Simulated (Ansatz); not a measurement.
Set up this calculation in Ansatz 0.2.0, as the native input.

```
Task                                : band structure
Functional                          : r2SCAN
Potentials or basis                 : Ansatz PAW
Cutoff                              : 500 eV (not typed: the program's choice for these potentials)
k mesh                              : 7 × 7 × 4
Occupations                         : fermi-dirac, width 0.05 eV
Spin                                : no spin polarisation
Path                                : [["G", "M", "K", "G", "A", "L", "H", "A"], ["L", "M"], ["K", "H"]]
Points for each segment of the path : 10
```

The system is Si2W.

```
CELL_PARAMETERS angstrom
4.61685 0.00000 0.00000
-2.30843 3.99831 0.00000
0.00000 0.00000 6.65322
ATOMIC_POSITIONS crystal
W 0.50000 0.00000 0.50000
W 0.50000 0.50000 0.83333
W 0.00000 0.50000 0.16667
Si 0.32725 0.16363 0.16667
Si 0.83637 0.16363 0.83333
Si 0.16363 0.32725 0.50000
Si 0.67275 0.83637 0.16667
Si 0.16363 0.83637 0.83333
Si 0.83637 0.67275 0.50000
```

Measurements of this composition are mostly on another form, of space group No. 139.

The input as run:

input.yaml

```yaml
crystal:
  lattice:
    - [4.6168523821, 0.0, 0.0]
    - [-2.3084261911, 3.9983114484, 0.0]
    - [0.0, 0.0, 6.653222]
  atoms:
    - { symbol: W, position: [0.5, 0.0, 0.5] }
    - { symbol: W, position: [0.5, 0.5, 0.8333333333] }
    - { symbol: W, position: [0.0, 0.5, 0.1666666667] }
    - { symbol: Si, position: [0.327252, 0.163626, 0.1666666667] }
    - { symbol: Si, position: [0.836374, 0.163626, 0.8333333333] }
    - { symbol: Si, position: [0.163626, 0.327252, 0.5] }
    - { symbol: Si, position: [0.672748, 0.836374, 0.1666666667] }
    - { symbol: Si, position: [0.163626, 0.836374, 0.8333333333] }
    - { symbol: Si, position: [0.836374, 0.672748, 0.5] }
hamiltonian:
  xc: r2scan
  pseudopotentials: { kind: paw }
kpoints:
  mp_grid: { grid: [7, 7, 4] }
  band_path:
    path:
      - [[0.0, 0.0, 0.0], [0.5, 0.0, 0.0], [0.3333333333, 0.3333333333, 0.0], [0.0, 0.0, 0.0], [0.0, 0.0, 0.5], [0.5, 0.0, 0.5], [0.3333333333, 0.3333333333, 0.5], [0.0, 0.0, 0.5]]
      - [[0.5, 0.0, 0.5], [0.5, 0.0, 0.0]]
      - [[0.3333333333, 0.3333333333, 0.0], [0.3333333333, 0.3333333333, 0.5]]
    npoints: 10
scf:
  occupations: { method: fermi_dirac, width: 0.05 }
  n_extra_bands: 22
output:
  forces: true
  stress: true
  eigenvalues: true
  fatbands: false
```

Potentials or basis: Ansatz PAW.

Command:

```console
$ ansatz run input.yaml --threads 4 --pin off --max-ram 11264MiB --backend cpu --events-out ev --progress --plain --runs-dir out
```

Results of the run:

- Pressure: -5.1 GPa
- Largest force: 0.004 eV/Å
- Band gap on the k mesh: 0.33 eV, indirect (least direct gap 0.85 eV)
- Band gap along the path: 0.13 eV, indirect (least direct gap 0.80 eV)

Caveat: the k mesh misses the band edges, so the gap on the mesh is wider than the one along the path; spin-orbit coupling is left out, which moves the levels of the heavy elements; the PAW data sets come from PBE, with cores solved anew for the run's functional, which leaves a small shift of forces and pressure.

Run time: 31 s on 4 threads of Intel(R) Xeon(R) Processor @ 2.50GHz (Skylake/Cascade Lake), with other jobs on the host, peak memory 0.94 GiB.
